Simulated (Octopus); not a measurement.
Set up this calculation in Octopus 16.4, as the native input.

```yaml
Task: single point
Functional: PBE
Potentials_or_basis: pseudodojo_pbe (PseudoDojo 0.5, PBE)
Grid_spacing: 0.154 Å
k_mesh: 6 × 6 × 6
Occupations: fermi-dirac, width 0.05 eV
Spin: no spin polarisation
Eigensolver: chebyshev_filter
k-point_symmetries_used: yes
ConvRelDens: 3e-07
ExtraStates: 6
DerivativesOrder: 8
```

CsBr:

```
CELL_PARAMETERS angstrom
4.32562 0.00000 0.00000
0.00000 4.32562 0.00000
0.00000 0.00000 4.32562
ATOMIC_POSITIONS crystal
Cs 0.01354 0.99725 0.00118
Br 0.50733 0.49979 0.49719
```

The cell comes from a database or a generator and needn't be the stable form of this composition.

The cell isn't the ideal one: atoms moved at random, drawn with an rms of 0.05 Å.

The input as run:

inp

```
CalculationMode = gs
UnitsOutput = eV_Angstrom
PeriodicDimensions = 3
ExperimentalFeatures = yes
PseudopotentialSet = pseudodojo_pbe
%LatticeParameters
 1*angstrom | 1*angstrom | 1*angstrom
%
%LatticeVectors
 4.32562222 | 0 | 0
 0 | 4.32562222 | 0
 0 | 0 | 4.32562222
%
%ReducedCoordinates
 "Cs" | 0.013541 | -0.002752 | 0.001184
 "Br" | 0.507335 | 0.499789 | 0.497194
%
%Spacing
 0.15448651*angstrom | 0.15448651*angstrom | 0.15448651*angstrom
%
DerivativesOrder = 8
%KPointsGrid
 6 | 6 | 6
%
KPointsUseSymmetries = yes
XCFunctional = gga_x_pbe + gga_c_pbe
SmearingFunction = fermi_dirac
Smearing = 0.05*eV
ExtraStates = 6
Eigensolver = chebyshev_filter
ConvRelDens = 3e-7
MaximumIter = 120
```

Potentials or basis: pseudodojo_pbe (PseudoDojo 0.5, PBE).

The run is started by

```sh
$ OMP_NUM_THREADS=1 octopus > out.log
```

It gave:

* Largest force: 0.025 eV/Å
* Band gap on the k mesh: 4.42 eV, indirect (least direct gap 4.43 eV)

Caveat: spin-orbit coupling is left out, which moves the levels of the heavy elements.

It took 9.4 min on 1 thread of Arm Neoverse V1 (shared host), peak memory 1.7 GiB.
